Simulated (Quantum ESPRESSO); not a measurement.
The system is CdS (Hawleyite).

```
Cd S
1.0
     0.00000    2.91650    2.91650
     2.91650    0.00000    2.91650
     2.91650    2.91650    0.00000
Cd S
1 1
Cartesian
  0.0000 0.0000 0.0000
  4.3748 4.3748 4.3748
```

- Program: Quantum ESPRESSO 7.5
- Task: phonons and Raman activities
- Functional: RPBE
- Potentials or basis: JTH 2.0 PBE
- Cutoff: 490 eV
- Density cutoff: 2939 eV
- k mesh: 4 × 4 × 4, shifted
- Occupations: fermi-dirac, width 0.05 eV
- Spin: no spin polarisation
- Mixing beta: 0.5
- Most SCF iterations: 120
- SCF threshold: 4e-10 Ry

The first run showed a gap, so the response started from a second, tighter run with fixed occupations.

Question: Which optical modes does the crystal have at the zone centre, and which show in infrared and Raman spectra?

Answer: The optical modes are T2. Infrared active: T2. Raman active: T2.

Optical modes at Γ, degenerate ones joined, polar ones without the macroscopic field:
| cm⁻¹ | components | symmetry | active in | IR intensity, summed ((D/Å)²/amu) |
| --- | --- | --- | --- | --- |
| 236 | 3 | T2 | IR and Raman | 13.37 |

Non-resonant Raman activities from finite differences of the dielectric tensor, degenerate modes summed:
```
cm⁻¹  modes  symmetry  activity (Å⁴/amu)
 236      3        T2               32.7
```

Zone-centre frequencies without and with the macroscopic field along z (cm⁻¹):
```
                optical modes in rising order
       without                    236 236 236
with the field                    236 236 297
```

Born effective charge tensors (e):
atom 1, Cd
```
2.20 0.00 0.00
0.00 2.20 0.00
0.00 0.00 2.20
```
atom 2, S
```
-2.19  0.00  0.00
 0.00 -2.19  0.00
 0.00  0.00 -2.19
```

Electronic dielectric tensor:
```
5.89 0.00 0.00
0.00 5.89 0.00
0.00 0.00 5.89
```

Caveat: the k mesh is coarse.
